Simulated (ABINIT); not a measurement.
Co:

```
Co
1.0
     2.47200    0.00000    0.00000
    -1.23600    2.14081    0.00000
     0.00000    0.00000    4.02114
Co
2
Direct
  0.66667 0.33333 0.75000
  0.33333 0.66667 0.25000
```

Base run:

- Program: ABINIT 10.8.3 (patched build)
- Functional: PBE
- Potentials or basis: JTH PAW PBE v2.0
- Cutoff: 707 eV
- k mesh: 10 × 10 × 6
- Occupations: fermi-dirac, width 0.05 eV
- Spin: collinear spin, ferromagnetic start
- Starting moments: [2.0, 2.0] μB

Its results: band gap on the k mesh none (metal or under the smearing width); pressure 5.8 GPa; net moment 3.30 μB per cell; site moments Co +1.72 μB.

The run is repeated on the same cell with these changes: k mesh from 10 × 10 × 6 to 7 × 7 × 4. What comes out?

Band gap on the k mesh none (metal or under the smearing width); pressure 4.3 GPa; net moment 3.11 μB per cell; site moments Co +1.63 μB.

Caveats: some runs use coarse meshes.

Not every run made on this cell is shown here.
